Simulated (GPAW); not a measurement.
Crystal: CuO.

```
Cu O
1.0
     2.83633    0.00000    0.00000
    -1.41816    2.45633    0.00000
     0.00000    0.00000    2.76811
Cu O
1 1
Direct
  0.00000 0.00000 0.00000
  0.66667 0.33333 0.50000
```

Measurements of this composition are mostly on another form, of space group No. 15.

- Program: GPAW 26.7.0
- Task: single point
- Functional: PBE
- Potentials or basis: GPAW PAW data sets (gpaw-data 1.2.1)
- Cutoff: 800 eV
- Basis: pw
- k mesh: 11 × 11 × 10
- Occupations: fermi-dirac, width 0.05 eV
- Spin: no spin polarisation

On this cell: pressure 0.6 GPa; largest force under 0.003 eV/Å; band gap on the k mesh none (metal or under the smearing width).

The same run follows on a disturbed copy (atoms moved at random, drawn with an rms of 0.05 Å):

```
CELL_PARAMETERS angstrom
2.83633 0.00000 0.00000
-1.41816 2.45633 0.00000
0.00000 0.00000 2.76811
ATOMIC_POSITIONS crystal
Cu 0.01187 0.00460 0.98089
O 0.64528 0.32784 0.50761
```

Q: What changes?

A: The energy (extrapolated to zero smearing) moves by +4.3 meV/atom; pressure 1.7 GPa; largest force 0.321 eV/Å; band gap on the k mesh none (metal or under the smearing width).

Forces on the atoms (eV/Å):
```
Cu   0.018 -0.040  0.318
O   -0.018  0.040 -0.318
```

Stress tensor (GPa, compression positive):
```
 5.16 -0.13 -0.87
-0.13  4.63 -0.32
-0.87 -0.32 -4.83
```

Caveats: with this Cu data set, volumes or pressures lay over 1.5 % or 2 GPa off other programs in two to four cells of ten; an odd number of electrons without spin polarisation forces a metal; a magnetic or distorted state may lie lower; the run has no spin polarisation, though such a crystal can be magnetic; semilocal functionals often make such compounds metallic where correlation or magnetic order opens a gap, which also shifts bond lengths.
